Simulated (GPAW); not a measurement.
# ZnS (F-43m) in GPAW: further runs, part 3 of 3

GPAW 26.7.0. Earlier steps stand in the parts before.

## 5. Phonons, AM05

Input file run.py:

```python
import json
import numpy as np
from ase import Atoms
from ase.constraints import FixSymmetry
from ase.filters import FrechetCellFilter
from ase.io import read, write
from ase.optimize import BFGS
from phonopy import Phonopy
from phonopy.structure.atoms import PhonopyAtoms
from gpaw import GPAW, PW, setup_paths

setup_paths.insert(0, '.')

atoms = read('ZnS.xyz')

calc = GPAW(mode=PW(600),
            xc='AM05',
            kpts={'size': (9, 9, 9), 'gamma': True},
            occupations={'name': 'fermi-dirac', 'width': 0.05},
            nbands=18,
            convergence={'density': 1e-06, 'eigenstates': 1e-09},
            maxiter=150,
            txt='gpaw.txt')
atoms.calc = calc
atoms.set_constraint(FixSymmetry(atoms))
BFGS(FrechetCellFilter(atoms), trajectory='relax.traj', logfile='-').run(fmax=0.005, steps=40)
atoms.set_constraint()
energy = atoms.get_potential_energy()
forces = atoms.get_forces()
stress = atoms.get_stress()
calc.write('gs.gpw')
write('result.traj', atoms)
print('Cell:', atoms.cell.cellpar().round(4))
print(atoms.get_scaled_positions().round(5))

def force_constants(scale):
    unit = PhonopyAtoms(symbols=atoms.get_chemical_symbols(), cell=atoms.cell[:] * scale**(1 / 3),
                        scaled_positions=atoms.get_scaled_positions())
    ph = Phonopy(unit, supercell_matrix=np.diag([1, 1, 1]), primitive_matrix=np.eye(3), symprec=1e-4)
    ph.generate_displacements(distance=0.03)
    forces = []
    for i, sc in enumerate(ph.supercells_with_displacements):
        a = Atoms(sc.symbols, cell=sc.cell, scaled_positions=sc.scaled_positions, pbc=True)
        c = GPAW(mode=PW(510),
                 xc='AM05',
                 kpts={'size': (9, 9, 9), 'gamma': True},
                 occupations={'name': 'fermi-dirac', 'width': 0.05},
                 nbands=18,
                 convergence={'density': 1e-06, 'eigenstates': 1e-09},
                 maxiter=150,
                 txt=f'disp-{scale:.3f}-{i:02d}.txt')
        a.calc = c
        f = a.get_forces()
        forces.append(f - f.mean(axis=0))
        print(f'displacement {i}: drift', f.mean(axis=0).round(5), flush=True)
    ph.forces = forces
    ph.produce_force_constants()
    ph.symmetrize_force_constants()
    return ph

qpoints = [[0.0, 0.0, 0.0]]
results = {}
for scale in [1.0]:
    ph = force_constants(scale)
    ph.run_qpoints(qpoints)
    nu = ph.qpoints.frequencies * 33.35641  # THz to cm^-1
    results[f'{scale:.3f}'] = nu.tolist()
    for qp, f in zip(qpoints, nu):
        print(scale, np.round(qp, 4), f.round(2))
json.dump(results, open('phonons.json', 'w'))
```

Input file ZnS.xyz:

```xyz
2
Lattice="0.0000000000 2.7020000000 2.7020000000 2.7020000000 0.0000000000 2.7020000000 2.7020000000 2.7020000000 0.0000000000" Properties=species:S:1:pos:R:3 pbc="T T T"
Zn     4.0530000000      4.0530000000      4.0530000000
S      0.0000000000      0.0000000000      0.0000000000
```

Potentials or basis: PAW data sets generated in the run's folder for this functional, pw.

Launch:

```console
> gpaw-setup -f AM05 S Zn
> OMP_NUM_THREADS=1 python run.py
```

gpaw.txt:

```text
__  _  _
 | _ |_)|_||  |
 |__||  | ||/\| - 26.7.0

Input parameters:
  mode=PW(ecut=600.0),
  convergence={'density': 1e-06, 'eigenstates': 1e-09},
  kpts=MonkhorstPack(size=(9, 9, 9), gamma=True),
  maxiter=150,
  nbands=18,
  occupations=Occupations(name='fermi-dirac', width=0.05),
  xc=XC(name='AM05')

Diagonalizing LCAO Hamiltonian
Converting LCAO to pw mode

                    Zn

       S

Atoms  # Å, Bohr magnetons
|   | symbol |        x |        y |        z |    initial magnetic moments |
|---|--------|----------|----------|----------|-----------------------------|
| 0 |     Zn | 4.053000 | 4.053000 | 4.053000 | ( 0.0000,  0.0000,  0.0000) |
| 1 |      S | 0.000000 | 0.000000 | 0.000000 | ( 0.0000,  0.0000,  0.0000) |

Unit cell  # Å
| periodic |        x |        y |        z |  lengths |    angles |
|----------|----------|----------|----------|----------|-----------|
|      yes | 0.000000 | 2.702000 | 2.702000 | 3.821205 | 60.000000 |
|      yes | 2.702000 | 0.000000 | 2.702000 | 3.821205 | 60.000000 |
|      yes | 2.702000 | 2.702000 | 0.000000 | 3.821205 | 60.000000 |

Number of symmetries: 24
Symmetry operations  # r_c * U_cc + t_c -> r_c
|    | kind |            matrix            |
|----|------|------------------------------|
|  0 |  E   |  1, 0, 0,  0, 1, 0,  0, 0, 1 |
|  1 |  σ   |  1, 0, 0,  0, 0, 1,  0, 1, 0 |
|  2 |  σ   |  1, 0,-1,  0, 1,-1,  0, 0,-1 |
|  3 |  C3  |  1, 0,-1,  0, 0,-1,  0, 1,-1 |
|  4 |  C3  |  1,-1, 0,  0,-1, 1,  0,-1, 0 |
|  5 |  σ   |  1,-1, 0,  0,-1, 0,  0,-1, 1 |
|  6 |  σ   |  0, 1, 0,  1, 0, 0,  0, 0, 1 |
|  7 |  C3  |  0, 1, 0,  0, 0, 1,  1, 0, 0 |
|  8 |  C2  |  0, 1,-1,  1, 0,-1,  0, 0,-1 |
[... 147 lines left out ...]
SCF iterations
|iter     | |      energy | eigst |  dens |
|---------|-|-------------|-------|-------|
|iter:   1| |   -7.543098 | -0.10 |       |
|iter:   2| |   -7.460468 | -1.81 | -1.20 |
|iter:   3| |   -7.187468 | -1.54 | -1.24 |
|iter:   4| |   -7.186926 | -2.69 | -1.80 |
|iter:   5| |   -7.188216c| -3.70 | -2.25 |
|iter:   6| |   -7.188226c| -4.57 | -3.09 |
|iter:   7| |   -7.188256c| -5.34 | -3.50 |
|iter:   8| |   -7.188262c| -5.70 | -3.93 |
|iter:   9| |   -7.188262c| -8.25 | -4.89 |
|iter:  10| |   -7.188262c| -8.96 | -5.33 |
|iter:  11| |   -7.188262c| -9.93c| -6.28c|

Converged in 11 steps
[... 292 lines left out ...]
No difference between direct/indirect transitions

Stress tensor  # eV/Ang^3
|         x |        y |         z |
|-----------|----------|-----------|
|  0.006582 | 0.000000 | -0.000000 |
|  0.000000 | 0.006582 |  0.000000 |
| -0.000000 | 0.000000 |  0.006582 |

Forces  # eV/Ang
|       x |        y |       z |
|---------|----------|---------|
| 0.00000 | -0.00000 | 0.00000 |  # Zn   0
| 0.00000 | -0.00000 | 0.00000 |  # S    1

Interpolating wave functions to new cell

                    Zn

       S

Atoms  # Å, Bohr magnetons
|   | symbol |         x |         y |         z |    initial magnetic moments |
|---|--------|-----------|-----------|-----------|-----------------------------|
| 0 |     Zn |  4.028732 |  4.028732 |  4.028732 | ( 0.0000,  0.0000,  0.0000) |
| 1 |      S | -0.000000 | -0.000000 | -0.000000 | ( 0.0000,  0.0000,  0.0000) |

Unit cell  # Å
| periodic |         x |         y |         z |  lengths |    angles |
|----------|-----------|-----------|-----------|----------|-----------|
|      yes | -0.000000 |  2.685821 |  2.685821 | 3.798325 | 60.000000 |
|      yes |  2.685821 | -0.000000 |  2.685821 | 3.798325 | 60.000000 |
|      yes |  2.685821 |  2.685821 | -0.000000 | 3.798325 | 60.000000 |

Number of symmetries: 24
Symmetry operations  # r_c * U_cc + t_c -> r_c
|    | kind |            matrix            |
|----|------|------------------------------|
|  0 |  E   |  1, 0, 0,  0, 1, 0,  0, 0, 1 |
|  1 |  σ   |  1, 0, 0,  0, 0, 1,  0, 1, 0 |
|  2 |  σ   |  1, 0,-1,  0, 1,-1,  0, 0,-1 |
|  3 |  C3  |  1, 0,-1,  0, 0,-1,  0, 1,-1 |
|  4 |  C3  |  1,-1, 0,  0,-1, 1,  0,-1, 0 |
|  5 |  σ   |  1,-1, 0,  0,-1, 0,  0,-1, 1 |
|  6 |  σ   |  0, 1, 0,  1, 0, 0,  0, 0, 1 |
|  7 |  C3  |  0, 1, 0,  0, 0, 1,  1, 0, 0 |
|  8 |  C2  |  0, 1,-1,  1, 0,-1,  0, 0,-1 |
[... 147 lines left out ...]
SCF iterations
|iter     | |      energy | eigst |  dens |
|---------|-|-------------|-------|-------|
|iter:   1| |   -7.197641 | -1.53 |       |
|iter:   2| |   -7.196403 | -3.61 | -2.10 |
|iter:   3| |   -7.190988c| -3.62 | -2.14 |
|iter:   4| |   -7.190858c| -4.65 | -2.93 |
|iter:   5| |   -7.190850c| -5.76 | -3.34 |
|iter:   6| |   -7.190849c| -6.14 | -3.87 |
|iter:   7| |   -7.190850c| -7.22 | -4.36 |
|iter:   8| |   -7.190850c| -8.13 | -5.04 |
|iter:   9| |   -7.190850c| -9.44c| -5.61 |
|iter:  10| |   -7.190850c|-10.65c| -6.74c|

Converged in 10 steps
Energy contributions relative to reference atoms: (reference = -59620.224174)

Energy contributions:
  Kinetic:           9.868318
  Coulomb:          -8.251350
  Zero:              0.040047
  External:          0.000000
  Xc:               -8.847865
  Entropy:          -0.000000
  Spinorbit:         0.000000
  ----------------------------
  Free energy:      -7.190850
  Extrapolated:     -7.190850
[... 26 lines left out ...]
Gap: 2.169 eV
Transition (v -> c):
  (s=0, k=0, n=8, [0.00, 0.00, 0.00]) -> (s=0, k=0, n=9, [0.00, 0.00, 0.00])
No difference between direct/indirect transitions

Stress tensor  # eV/Ang^3
|         x |         y |         z |
|-----------|-----------|-----------|
| -0.000154 | -0.000000 |  0.000000 |
| -0.000000 | -0.000154 |  0.000000 |
|  0.000000 |  0.000000 | -0.000154 |

Forces  # eV/Ang
|        x |       y |        z |
|----------|---------|----------|
|  0.00000 | 0.00000 |  0.00000 |  # Zn   0
| -0.00000 | 0.00000 | -0.00000 |  # S    1

# Writing to gs.gpw (mode='')
```

stdout:

```text
Step          Energy          fmax
BFGS:    0       -7.188262        0.159740
BFGS:    1       -7.189191        0.129391
BFGS:    2       -7.190850        0.002989
Cell: [ 3.7983  3.7983  3.7983 60.     60.     60.    ]
[[0.75 0.75 0.75]
 [0.   0.   0.  ]]
displacement 0: drift [-0.  0.  0.]
displacement 1: drift [0. 0. 0.]
1.0 [0. 0. 0.] [ -0.     0.     0.   277.94 277.94 277.94]
```

disp-1.000-00.txt:

```text
__  _  _
 | _ |_)|_||  |
 |__||  | ||/\| - 26.7.0

Input parameters:
  mode=PW(ecut=510.0),
  convergence={'density': 1e-06, 'eigenstates': 1e-09},
  kpts=MonkhorstPack(size=(9, 9, 9), gamma=True),
  maxiter=150,
  nbands=18,
  occupations=Occupations(name='fermi-dirac', width=0.05),
  xc=XC(name='AM05')
[... 198 lines left out ...]
|          3 |        -2.528 |     2.000 |
|          4 |        -2.045 |     2.000 |
|          5 |        -2.045 |     2.000 |
[... 10 lines left out ...]
|         16 |        18.397 |     0.000 |
|         17 |        18.464 |     0.000 |

Gap: 2.146 eV
Transition (v -> c):
  (s=0, k=0, n=8, [0.00, 0.00, 0.00]) -> (s=0, k=0, n=9, [0.00, 0.00, 0.00])
No difference between direct/indirect transitions

Forces  # eV/Ang
|        x |        y |        z |
|----------|----------|----------|
| -0.01087 | -0.12965 | -0.12965 |  # Zn   0
|  0.01087 |  0.12965 |  0.12965 |  # S    1
```

Wall time 2.4 min (1 thread of Arm Neoverse V2, shared host); peak memory 0.32 GiB.

What came out:

```yaml
Free_energy: -7.1908 eV
Relaxed_volume: 19.37 Å³/atom
Relaxed_cell: a = 3.798 Å, b = 3.798 Å, c = 3.798 Å, α = 60.00°, β = 60.00°, γ = 60.00°
Space_group_after_relaxing_to_0.05_Å: F-43m (No. 216)
Pressure_after_relaxing: 0.0 GPa
Band_gap_on_the_k_mesh: 2.17 eV, direct
Highest_phonon_frequency_at_Γ_LO-TO_splitting_left_out: 278 cm⁻¹
```

Final structure:
```xyz
2
Lattice="0.0000 2.6858 2.6858 2.6858 0.0000 2.6858 2.6858 2.6858 0.0000" Properties=species:S:1:pos:R:3 pbc="T T T"
Zn    4.0287    4.0287    4.0287
S     0.0000    0.0000    0.0000
```

Phonon frequencies in cm⁻¹ (negative: imaginary):
| q point | frequencies |
| --- | --- |
| (0.000, 0.000, 0.000) | 0 0 0 278 278 278 |

Caveat: the cutoff is short for stress and forces, so pressures can be off by a GPa or more; the LO-TO splitting is left out.

## 6. Summary

```csv
task,level,potentials or basis,cell,k mesh,cutoff (eV),maxiter,random start of the orbitals,convergence,supercell,supercell k mesh,other keys,gap on the mesh (eV),pressure (GPa)
equation of state,M06-L,"GPAW PAW data sets (gpaw-data 1.2.1), pw",as given,7 × 7 × 7,600,150,-,-,-,-,-,-,-
equation of state,r2SCAN+D4,"GPAW PAW data sets (gpaw-data 1.2.1), pw",as given,7 × 7 × 7,600,150,-,-,-,-,-,-,-
phonons,PBE+D3,"GPAW PAW data sets (gpaw-data 1.2.1), newer versions, pw",relaxed,9 × 9 × 9,510,75,yes,density=1e-06 eigenstates=1e-09,1 × 1 × 1,9 × 9 × 9,"several, not listed",2.17,0.0
phonons,AM05,"PAW data sets generated in the run's folder for this functional, pw",relaxed,9 × 9 × 9,510,150,-,density=1e-06 eigenstates=1e-09,1 × 1 × 1,9 × 9 × 9,-,2.17,0.0
```

Alike in all rows: no spin polarisation; smearing fermi-dirac 0.05 eV.

Caveats: the points scatter about the fit (some runs); the PAW data sets were made with another functional, which shifts forces and pressure a little (some runs); the cutoff is short for stress and forces, so pressures can be off by a GPa or more (some runs); the LO-TO splitting is left out (some runs).

Absolute energies hang on the potentials; compare differences alone.

## 7. How close it comes

Step 5. Against the measured gap of ZnS, 3.85 eV (direct; 19 K; quoted in “Electronic, vibrational, and thermodynamic properties of ZnS (zincblende and rocksalt structure)”, 2009, arxiv:0911.5022), the calculated 2.17 eV is off by -1.68 eV. The value is that of AM05, without temperature or zero-point motion. Semilocal functionals fall short of measured gaps as a rule.
